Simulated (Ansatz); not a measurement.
Take GeO2 (space group P3_121, No. 152; a = 5.093 Å, c = 5.768 Å) as the base. Axes: x lies along a and z along c of the hexagonal cell.

(Cell as relaxed with PBE.)

Levels (all Ansatz, a first-principles code, PAW): PBE (420 eV, without spin-orbit coupling); r2SCAN (500 eV, spin-orbit coupling left out).

Each level relaxes its own structure.

```tsv
base	PBE	r2SCAN
volume per atom	14.40 Å³	13.59 Å³
lattice parameter a	5.093 Å	4.989 Å
band gap	3.22 eV	4.22 eV
```

Now apply this change: compressive biaxial strain of 1.01 % in the plane normal to [001], as in epitaxy on a mismatched substrate; the out-of-plane cell vector and the atoms relax.

| quantity | PBE | r2SCAN |
|---|---|---|
| gap character | indirect, K → Γ | (withheld) |
| pressure (mean of the normal stresses, compression positive) | 4.6 kbar | (withheld) |
| shortest interatomic distance | 1.767 Å | (withheld) |
| out-of-plane strain | +0.52 % | (withheld) |

Q: Predict the r2SCAN column.

A: 
- gap character, r2SCAN: indirect, L → Γ
- pressure (mean of the normal stresses, compression positive), r2SCAN: 5.1 kbar
- shortest interatomic distance, r2SCAN: 1.742 Å
- out-of-plane strain, r2SCAN: +0.44 %

They disagree on the gap character; PBE's shortest interatomic distance lies 0.025 Å above r2SCAN's (1.4 %); PBE's out-of-plane strain lies 0.070 % above r2SCAN's. Neither level is exact; r2SCAN is the comparison here, not a measurement.

Stability against distortions was not tested.
